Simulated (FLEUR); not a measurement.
# Nb (Im-3m) in FLEUR: further runs

The runs below take Nb through single point, with PBEsol.

Everything below comes from runs of FLEUR MaX-R8.1 (later development tree). Logs are shortened: lines on timing, memory, paths and dates and some standing lists are left out, and cuts for length are marked.

### 1 Starting point

It takes space group Im-3m (No. 229, cubic). The conventional cell has a = 3.328 Å, b = 3.328 Å, c = 3.328 Å, α = 90.00°, β = 90.00°, γ = 90.00°. Nb (site symmetry m-3m) is surrounded by 8 Nb at 2.88 Å.

### 2 Single point, PBEsol

Input file inp.xml:

```xml
<?xml version="1.0" encoding="UTF-8" standalone="no"?>
<fleurInput fleurInputVersion="0.39">
   <comment>
      Nb                                                                                                  
   </comment>
   <calculationSetup>
      <cutoffs Kmax="4.1" Gmax="12.7" GmaxXC="12.7" numbands="0"/>
      <scfLoop itmax="60" minDistance="0.00001" maxIterBroyd="15" imix="Anderson" alpha="0.05" precondParam="0.0" spinf="2.0" sdNocoIR="T"/>
      <coreElectrons ctail="T" frcor="F" kcrel="0" coretail_lmax="0"/>
      <xcFunctional name="PBEs" relativisticCorrections="F"/>
      <magnetism jspins="1"/>
      <soc l_soc="F" theta="0.0" phi="0.0" spav="F"/>
      <expertModes spex="0" secvar="F"/>
      <geometryOptimization l_f="T" forcealpha="1.0" forcemix="BFGS" epsdisp="0.0005" epsforce="0.0002"/>
      <ldaU l_linMix="F" mixParam="0.05" spinf="1.0"/>
   </calculationSetup>
   <cell>
      <bzIntegration valenceElectrons="13.0" mode="hist" fermiSmearingEnergy="0.00183747">
         <kPointListSelection listName="default-1"/>
         <!-- k-points included here -->
         <xi:include xmlns:xi="http://www.w3.org/2001/XInclude" href="kpts.xml"> </xi:include>
      </bzIntegration>
      <!-- symmetry operations included here -->
      <xi:include xmlns:xi="http://www.w3.org/2001/XInclude" href="sym.xml"> </xi:include>
      <bulkLattice scale="1.0">
         <bravaisMatrix>
            <row-1>   -3.1444097850281700     3.1444097850281700     3.1444097850281700</row-1>
            <row-2>    3.1444097850281700    -3.1444097850281700     3.1444097850281700</row-2>
            <row-3>    3.1444097850281700     3.1444097850281700    -3.1444097850281700</row-3>
         </bravaisMatrix>
      </bulkLattice>
   </cell>
   <atomSpecies>
      <species name="Niobium (Nb)" element="Nb" atomicNumber="41">
         <mtSphere radius="2.47" gridPoints="833" logIncrement="0.015"/>
         <atomicCutoffs lmax="10" lnonsphr="10"/>
         <electronConfig flipSpins="F">
            <coreConfig>(1s1/2) (2s1/2) (2p1/2) (2p3/2) (3s1/2) (3p1/2) (3p3/2) (3d3/2) (3d5/2)</coreConfig>
            <valenceConfig>(4s1/2) (4p1/2) (4p3/2) (5s1/2) (4d3/2) (4d5/2)</valenceConfig>
            <stateOccupation state="(5s1/2)" spinUp="0.500000" spinDown="0.500000"/>
            <stateOccupation state="(4d3/2)" spinUp="0.800000" spinDown="0.800000"/>
            <stateOccupation state="(4d5/2)" spinUp="1.200000" spinDown="1.200000"/>
         </electronConfig>
         <energyParameters s="5" p="5" d="4" f="4"/>
         <lo type="SCLO" l="0" n="4" eDeriv="0"/>
         <lo type="SCLO" l="1" n="4" eDeriv="0"/>
         <lo type="SCLO" l="1" n="4" eDeriv="1"/>
         <lo type="SCLO" l="2" n="4" eDeriv="2"/>
         <lo type="SCLO" l="3" n="4" eDeriv="2"/>
      </species>
   </atomSpecies>
   <atomGroups>
      <atomGroup species="Niobium (Nb)">
         <relPos label="                   1">.0000000000 .0000000000 .0000000000</relPos>
         <force calculate="T" relaxXYZ="TTT"/>
      </atomGroup>
   </atomGroups>
   <output dos="F" band="F" slice="F">
      <checks vchk="F" cdinf="F"/>
      <bandDOS minEnergy="-.5*Htr" maxEnergy="0.5*Htr" sigma="0.015" storeEVData="T"/>
      <vacuumDOS vacdos="F" integ="F" star="F" nstars="0" locx1="0.0" locy1="0.0" locx2="0.0" locy2="0.0" nstm="0" tworkf="0.0"/>
      <unfoldingBand unfoldBand="F" supercellX="1" supercellY="1" supercellZ="1"/>
      <plotting iplot="0" polar="F">
         <plot TwoD="T" vec1="  1.0  0.0  0.0" vec2="  0.0  1.0  0.0" vec3="  0.0  0.0  1.0" zero="  0.0  0.0  0.0" file="plot"/>
      </plotting>
      <chargeDensitySlicing numkpt="0" minEigenval="0.0" maxEigenval="0.0" nnne="0" pallst="F"/>
      <specialOutput eonly="F"/>
      <moessbauerParams electricFieldGradient="T" isomerShift="T" coreHyperfine="T" valenceHyperfine="T"/>
      <magneticCircularDichroism mcd="F" energyLo="-10.0" energyUp="0.0"/>
   </output>
  <!-- We include the file relax.xml here to enable relaxations (see documentation) -->
  <xi:include xmlns:xi="http://www.w3.org/2001/XInclude" href="relax.xml"> <xi:fallback/> </xi:include>
</fleurInput>
```

Input file crystal.txt:

```
Nb
&input cartesian=F /
-1.6639500000  1.6639500000  1.6639500000
1.6639500000  -1.6639500000  1.6639500000
1.6639500000  1.6639500000  -1.6639500000
1.8897261246
1.0 1.0 1.0

1
41 0.0000000000  0.0000000000  0.0000000000

&kpt div1=11 div2=11 div3=11 gamma=T /
```

Potentials or basis: all-electron, FLAPW.

On the command line:

```sh
$ inpgen -f crystal.txt -profile fastHighL
$ # inp.xml edited to the form shown
$ fleur_MPI
```

Log:

```text
Welcome to FLEUR        (www.flapw.de)
      MaX-Release 8.1          (www.max-centre.eu)

 ========== k-point set info ==========
 Selected k-point list: default-1
 k-point list type: mesh
 11 x 11 x 11
 Number of k points: 56

 ------------Calculation Setup---------------------------
 Number of MPI-tasks      :            1
 Number of PE/node        :            1
 Number of OMP-threads    :            1
 Most efficient MPI parallelization for:
           1           2           4           7           8          14          28          56
 Additional eigenvalue parallelization possible
 Number of basis functions:          185
 Approximate size of matrices (H+S) per k-point:         0.001 GB
 --------------------------------------------------------
 Iteration:     1   Distance:      12.29177445 me/bohr^3
 Iteration:     2   Distance:      11.26229320 me/bohr^3
 Iteration:     3   Distance:       4.45901581 me/bohr^3
 Iteration:     4   Distance:       2.81632166 me/bohr^3
 Iteration:     5   Distance:       1.06207611 me/bohr^3
 Iteration:     6   Distance:       0.53460034 me/bohr^3
 Iteration:     7   Distance:       0.09214339 me/bohr^3
 Iteration:     8   Distance:       0.00610018 me/bohr^3
 Iteration:     9   Distance:       0.00655641 me/bohr^3
 Iteration:    10   Distance:       0.00048845 me/bohr^3
 Iteration:    11   Distance:       0.00044120 me/bohr^3
 Iteration:    12   Distance:       0.00001745 me/bohr^3
 Iteration:    13   Distance:       0.00000326 me/bohr^3

 ********************************************************************
 Run finished successfully
 Stop message:
   Structural relaxation: Done
 ********************************************************************
```

out.xml (last iteration):

```text
<iteration numberForCurrentRun="   14" overallNumber="   14">
         <energyParameters units="Htr">
            <atomicEP atomType="1" spin="1" branch="5s" branchLowest="-1.47" branchHighest="2.52" value="0.3327952492"/>
            <atomicEP atomType="1" spin="1" branch="5p" branchLowest="-0.53" branchHighest="3.19" value="0.4451529977"/>
            <atomicEP atomType="1" spin="1" branch="4d" branchLowest="-6.58" branchHighest="0.92" value="0.4522687234"/>
            <atomicEP atomType="1" spin="1" branch="4f" branchLowest="-9.99" branchHighest="2.41" value="0.7047400307"/>
            <loAtomicEP atomType="1" spin="1" branch="4s" branchLowest="-15.48" branchHighest="-1.47" value="-1.5108865729"/>
            <loAtomicEP atomType="1" spin="1" branch="4p" branchLowest="-12.10" branchHighest="-0.53" value="-0.6360191527"/>
            <loAtomicEP atomType="1" spin="1" branch="4p" branchLowest="-12.10" branchHighest="-0.53" value="-0.6360191527"/>
            <loAtomicEP atomType="1" spin="1" branch="4d" branchLowest="-6.58" branchHighest="0.92" value="0.4511470267"/>
            <loAtomicEP atomType="1" spin="1" branch="4f" branchLowest="-9.99" branchHighest="2.41" value="0.7047422992"/>
         </energyParameters>
         <eigenvalues>
            <eigenvaluesAt spin="1" ikpt="1" k_x="0.00000000" k_y="0.00000000" k_z="0.00000000">
                      -1.5187466861       -0.6137002623       -0.6137002623       -0.6137002623        0.2594862316
                       0.4896350147        0.4896350147        0.4896350147        0.5937788773        0.5937788773
                       0.9929414376
            </eigenvaluesAt>
            <eigenvaluesAt spin="1" ikpt="2" k_x="0.00000000" k_y="0.00000000" k_z="0.09090909">
                      -1.5180990745       -0.6176902544       -0.6149201253       -0.6137311417        0.2715486504
                       0.4823336932        0.4876005921        0.5012816953        0.5835026069        0.5938954803
                       1.0022590244
            </eigenvaluesAt>
            <eigenvaluesAt spin="1" ikpt="3" k_x="0.00000000" k_y="0.00000000" k_z="0.18181818">
                      -1.5163506234       -0.6281364398       -0.6181550573       -0.6138155321        0.3031498952
                       0.4645013153        0.4782540811        0.5350339197        0.5723314491        0.5955834442
                       1.0134452174
            </eigenvaluesAt>
            <eigenvaluesAt spin="1" ikpt="4" k_x="0.00000000" k_y="0.00000000" k_z="0.27272727">
                      -1.5140352540       -0.6413032096       -0.6223139343       -0.6139314972        0.3367794883
                       0.4440892040        0.4737108158        0.5780572574        0.5869493470        0.6010279651
                       0.9859924040
            </eigenvaluesAt>
         </eigenvalues>
         <bandgap value="0.0050061827" units="eV"/>
         <sumValenceSingleParticleEnergies value="-4.7632217935" units="Htr"/>
         <FermiEnergy value="0.4747543884" units="Htr"/>
         <valenceDensity>
            <mtCharges spin="1">
               <mtCharge atomType="1" total="10.9091747" s="2.2539725" p="6.0744734" d="2.5502845" f="0.0257136"/>
            </mtCharges>
            <spinDependentCharge spin="1" total="13.0000000" interstitial="2.0908253" mtSpheres="10.9091747"/>
            <totalCharge value="12.9999999999"/>
         </valenceDensity>
         <coreStates atomType="     1" atomicNumber=" 41" spin="1" kinEnergy="   3869.6621814143" eigValSum="  -2254.9353844398" lostElectrons=" 0.000003">
            <state n="1" l="0" j="0.5" energy="-689.8109101664" weight="1.0000000000"/>
            <state n="2" l="0" j="0.5" energy="-95.9398047879" weight="1.0000000000"/>
            <state n="2" l="1" j="0.5" energy="-88.0094720922" weight="1.0000000000"/>
            <state n="2" l="1" j="1.5" energy="-84.4932584722" weight="2.0000000000"/>
            <state n="3" l="0" j="0.5" energy="-15.4755991570" weight="1.0000000000"/>
            <state n="3" l="1" j="0.5" energy="-12.4907606082" weight="1.0000000000"/>
            <state n="3" l="1" j="1.5" energy="-11.9208745757" weight="2.0000000000"/>
            <state n="3" l="2" j="1.5" energy="-6.6462656148" weight="2.0000000000"/>
            <state n="3" l="2" j="2.5" energy="-6.5401160276" weight="3.0000000000"/>
         </coreStates>
         <allElectronCharges>
            <spinDependentCharge spin="1" total="41.0000000" interstitial="2.0908278" mtSpheres="38.9091722"/>
            <totalCharge value="40.9999999982"/>
         </allElectronCharges>
         <moessbauerParams unitsHFF="kG" unitsIS="e/bohr^3" unitsEFG="Htr/bohr^2">
            <coreIsomerShift atomType="1" isTotal="82986.94571">
               <shell n="1" l="0" isomerShift="73426.95072"/>
               <shell n="2" l="0" isomerShift="8004.68783"/>
               <shell n="2" l="1" isomerShift="122.87096"/>
               <shell n="3" l="0" isomerShift="1409.69664"/>
               <shell n="3" l="1" isomerShift="22.73957"/>
               <shell n="3" l="2" isomerShift="0.00000"/>
            </coreIsomerShift>
            <isomerShift atomType="1" nucleusRadius="0.0001070" averageDensity="83232.64441"/>
            <electricFieldGradient atomType="1" VXX="0.00000" VYY="0.00000" VZZ="0.00000" asymParam="0.00000">
            </electricFieldGradient>
         </moessbauerParams>
         <totalEnergy                                    value="    -3818.3844734307" units="Htr">
            <sumOfEigenvalues                            value="    -2259.6986062333">
               <coreElectrons value="-2254.9353844398"/>
               <valenceElectrons value="-4.7632217935"/>
            </sumOfEigenvalues>
            <densityCoulombPotentialIntegral value="-6057.9588726202"/>
            <densityEffectivePotentialIntegral value="-6211.5887405487"/>
            <chargeDenXCDenIntegral value="-116.9602106047"/>
            <FockExchangeEnergyValence value="0.0000000000"/>
            <FockExchangeEnergyCore value="0.0000000000"/>
            <atomTypeDependentContributions atomType="1">
               <electronNucleiInteractionDifferentMTs value="4598.7599907243"/>
               <MadelungTerm value="-25.5749701070"/>
            </atomTypeDependentContributions>
            <tkbTimesEntropy value="0.0005373429"/>
            <freeEnergy value="-3818.3850107736"/>
            <extrapolationTo0K value="-3818.3847421022"/>
         </totalEnergy>
         <totalForcesOnRepresentativeAtoms units="Htr/bohr">
            <forceTotal atomType="1" x="0.000000" y="0.000000" z="0.000000" F_x="0.00000000" F_y="0.00000000" F_z="0.00000000"/>
         </totalForcesOnRepresentativeAtoms>
      </iteration>
```

It took 24 s on 1 thread of Arm Neoverse V1, shared host; peak memory 0.06 GiB.

What came out:

| Item | Value |
| --- | --- |
| Free energy | -103903.5494 eV |
| Band gap on the k mesh | none (metal or under the smearing width) |
| Valence electrons inside the program's atomic spheres | Nb 10.91 (radii Nb 2.47 bohr) |

Core levels (eV from the Fermi level):
| atom | levels |
| --- | --- |
| 1 Nb | 1s1/2 -18783.6, 2s1/2 -2623.6, 2p1/2 -2407.8, 2p3/2 -2312.1, 3s1/2 -434.0, 3p1/2 -352.8, 3p3/2 -337.3, 3d3/2 -193.8, 3d5/2 -190.9 |

### 3 Single point, PBEsol (cell strained at random at fixed volume)

inp.xml: that of step 2 with these lines changed.

```diff
@@ -26,5 +26,5 @@
          <bravaisMatrix>
-            <row-1>   -3.1444097850281700     3.1444097850281700     3.1444097850281700</row-1>
-            <row-2>    3.1444097850281700    -3.1444097850281700     3.1444097850281700</row-2>
-            <row-3>    3.1444097850281700     3.1444097850281700    -3.1444097850281700</row-3>
+            <row-1>   -3.1271452471538241     3.1405188389376186     3.1428016280961355</row-1>
+            <row-2>    3.0460268635292445    -3.1554193294300892     3.0765837349640268</row-2>
+            <row-3>    3.2179163518228604     3.2461885443730010    -3.1577021185886061</row-3>
          </bravaisMatrix>
@@ -34,3 +34,3 @@
       <species name="Niobium (Nb)" element="Nb" atomicNumber="41">
-         <mtSphere radius="2.47" gridPoints="833" logIncrement="0.015"/>
+         <mtSphere radius="2.47" gridPoints="819" logIncrement="0.016"/>
          <atomicCutoffs lmax="10" lnonsphr="10"/>
```

Input file crystal.txt:

```
Nb
&input cartesian=F /
-1.6548140000  1.6618910000  1.6630990000
1.6118880000  -1.6697760000  1.6280580000
1.7028480000  1.7178090000  -1.6709840000
1.8897261246
1.0 1.0 1.0

1
41 -0.0028920000  -0.0076530000  0.0052760000

&kpt div1=11 div2=11 div3=11 gamma=T /
```

Potentials or basis: all-electron, FLAPW.

On the command line:

```sh
$ inpgen -f crystal.txt -profile fastHighL
$ # inp.xml edited to the form shown
$ fleur_MPI
```

It took 7.5 min on 1 thread of Arm Neoverse V1, shared host; peak memory 0.1 GiB.

It converged, with:

```yaml
Free_energy: -103903.5459 eV
Band_gap_on_the_k_mesh: none (metal or under the smearing width)
Valence_electrons_inside_the_program's_atomic_spheres: Nb 10.91 (radii Nb 2.47 bohr)
```

Levels at points of the mesh, in eV from the Fermi level:
```tsv
k point	band 3	band 4	band 5	band 6	band 7	band 8	band 9	band 10	band 11
(0.00, 0.00, 0.00)	-29.62	-29.56	-5.87	0.09	0.35	0.72	3.08	3.42	13.72
```

Core levels (eV from the Fermi level):
```csv
atom,levels
1 Nb,"1s1/2 -18783.6, 2s1/2 -2623.6, 2p1/2 -2407.8, 2p3/2 -2312.1, 3s1/2 -434.0, 3p1/2 -352.8, 3p3/2 -337.3, 3d3/2 -193.8, 3d5/2 -190.9"
```
